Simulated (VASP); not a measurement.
Crystal: KF.

```
CELL_PARAMETERS angstrom
3.25895 0.00000 0.00000
0.00000 3.25895 0.00000
0.00000 0.00000 3.25895
ATOMIC_POSITIONS crystal
K 0.00000 0.00000 0.00000
F 0.50000 0.50000 0.50000
```

The cell comes from a database or a generator and needn't be the stable form of this composition.

```yaml
Program: VASP 6.6.1
Task: single point
Functional: PBE
Potentials_or_basis: VASP PAW PBE potentials, release 64 (K_sv, F)
Cutoff: 520 eV
k_mesh: 8 × 8 × 8
Occupations: fermi-dirac, width 0.05 eV
Spin: no spin polarisation
```

On this cell: pressure 0.0 GPa; largest force zero by symmetry; band gap on the k mesh 6.26 eV, indirect (least direct gap 6.31 eV).

The same run follows on a disturbed copy (atoms moved at random, drawn with an rms of 0.05 Å):

```
CELL_PARAMETERS angstrom
3.25895 0.00000 0.00000
0.00000 3.25895 0.00000
0.00000 0.00000 3.25895
ATOMIC_POSITIONS crystal
K 0.99886 0.00911 0.98961
F 0.50522 0.49190 0.48728
```

Question: What changes?

Answer: The energy moves by +0.7 meV/atom; pressure 0.0 GPa; largest force 0.047 eV/Å; band gap on the k mesh 6.26 eV, indirect (least direct gap 6.31 eV).

Forces on the atoms (eV/Å):
```
K    0.017 -0.044 -0.006
F   -0.017  0.044  0.006
```

A k mesh can miss the band edges.
